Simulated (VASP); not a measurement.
Crystal: InP.

```xyz
2
Lattice="0.0000 2.9305 2.9305 2.9305 0.0000 2.9305 2.9305 2.9305 0.0000" Properties=species:S:1:pos:R:3 pbc="T T T"
In    0.0000    0.0000    0.0000
P     4.3957    4.3957    4.3957
```

Base run:

| Item | Value |
| --- | --- |
| Program | VASP 6.6.1 |
| Functional | PBE0 |
| Potentials or basis | VASP PAW PBE potentials, release 64 (In_d, P) |
| Cutoff | 520 eV |
| k mesh | 6 × 6 × 6 |
| Occupations | gaussian, width 0.02 eV |
| Spin | no spin polarisation |

Its results: band gap on the k mesh 2.12 eV, direct; pressure 1.1 GPa.

After a change of settings the same cell gave: band gap on the k mesh 1.34 eV, direct; pressure 1.7 GPa. Which change was it?
A. functional from PBE0 to r2SCAN-EpsX
B. functional from PBE0 to HSE06
C. functional from PBE0 to HSE03

C.

Caveats: the PAW data sets were made with another functional, which shifts forces and pressure a little; spin-orbit coupling is left out, which moves the levels of the heavy elements.
